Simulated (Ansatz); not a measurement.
SiC:

```
CELL_PARAMETERS angstrom
3.07569 0.00000 0.00000
-1.53785 2.66363 0.00000
0.00000 0.00000 10.07065
ATOMIC_POSITIONS crystal
Si 0.00000 0.00000 0.18789
Si 0.00000 0.00000 0.68789
Si 0.33333 0.66667 0.43784
Si 0.66667 0.33333 0.93784
C 0.00000 0.00000 0.00046
C 0.00000 0.00000 0.50046
C 0.33333 0.66667 0.24980
C 0.66667 0.33333 0.74980
```

The cell is a database's computed one.

Base run:

```yaml
Program: Ansatz 0.2.0
Functional: BPBE
Potentials_or_basis: Ansatz PAW
Cutoff: "420 eV (not typed: the program's choice for these potentials)"
k_mesh: 10 × 10 × 3
Occupations: fermi-dirac, width 0.05 eV
Spin: no spin polarisation
```

Its results: band gap on the k mesh 2.24 eV, indirect (least direct gap 3.36 eV); pressure 4.1 GPa; largest force 0.005 eV/Å.

Q: The run is repeated on the same cell with these changes: functional from BPBE to LDA; potentials or basis from Ansatz PAW to JTH PAW LDA; cutoff from 420 eV (not typed: the program's choice for these potentials) to 780 eV. What comes out?

A: Band gap on the k mesh 2.18 eV, indirect (least direct gap 3.32 eV); pressure -4.1 GPa; largest force 0.006 eV/Å.

Caveats: the PAW data sets come from PBE, with cores solved anew for the run's functional, which leaves a small shift of forces and pressure (some runs).
